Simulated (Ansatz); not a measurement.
Wurtzite CdSe, relaxed with r2SCAN in Ansatz 0.2.0. It is hexagonal, P6_3mc (No. 186); conventional cell a = 4.341 Å, c = 7.077 Å, 28.87 Å³ an atom. Cd has 4 Se at 2.66 Å; Se has 4 Cd at 2.66 Å.

The axes x, y and z are those of this cell:
```
CELL_PARAMETERS angstrom
4.34072 0.00000 0.00000
-2.17036 3.75918 0.00000
0.00000 0.00000 7.07665
ATOMIC_POSITIONS crystal
Cd 0.33333 0.66667 0.99952
Cd 0.66667 0.33333 0.49952
Se 0.33333 0.66667 0.37548
Se 0.66667 0.33333 0.87548
```

Unstrained: The PBE gap is direct at Γ: 0.612 eV. r2SCAN gives a direct gap of 1.105 eV at Γ. With HSE06 the gap is 1.544 eV and direct, at Γ. Meshes: PBE 12×12×4, r2SCAN 12×12×4, HSE06 6×6×4. Strains are changes of length per length, and xy shears are angles. After each strain the atoms were relaxed again with r2SCAN within the symmetry that the strain leaves, so tilts or polar shifts that break it weren't tested; points keep the names that they have in the unstrained zone. The values are computed, spin-unpolarised, and not measurements.

**Question.** Estimate what isotropic -2.0 % on every length does to the gap.

**Answer.** PBE: the gap goes from 0.612 to 0.744 eV (+0.132 eV); with r2SCAN the top three valence levels at Γ, grouped 2+1 from the top over 42 meV, become 2+1 over 51 meV. r2SCAN: the gap goes from 1.105 to 1.249 eV (+0.144 eV). HSE06: the gap goes from 1.544 to 1.700 eV (+0.156 eV). The r2SCAN energy rises by 17.8 meV an atom.

**Question.** Estimate what xy shear, engineering strain (angle) -2.0 % does to the gap.

**Answer.** PBE: the gap goes from 0.612 to 0.576 eV (-0.036 eV); with r2SCAN the top three valence levels at Γ, grouped 2+1 from the top over 42 meV, become 1+1+1 over 77 meV. r2SCAN: the gap goes from 1.105 to 1.069 eV (-0.036 eV). The r2SCAN energy rises by 0.5 meV an atom.

**Question.** Apply uniaxial +2.0 % along z, other directions held. How far does the gap move, against the unstrained cell?

**Answer.** PBE: the gap goes from 0.612 to 0.532 eV (-0.080 eV); with r2SCAN the top three valence levels at Γ, grouped 2+1 from the top over 42 meV, become 2+1 over 122 meV. r2SCAN: the gap goes from 1.105 to 1.017 eV (-0.088 eV). HSE06: the gap goes from 1.544 to 1.451 eV (-0.093 eV). The r2SCAN energy rises by 2.9 meV an atom.

**Question.** Estimate what isotropic -0.5 % on every length does to the gap.

**Answer.** PBE: the gap goes from 0.612 to 0.645 eV (+0.033 eV). r2SCAN: the gap goes from 1.105 to 1.141 eV (+0.036 eV). HSE06: the gap goes from 1.544 to 1.583 eV (+0.039 eV). The r2SCAN energy rises by 1.0 meV an atom.

The runs are scalar-relativistic, without spin-orbit coupling.

The meshes of the hybrids are coarse, so their gaps aren't converged to the digits shown.

The splittings at Γ are without spin-orbit coupling, which regroups them where it is of like size or larger.
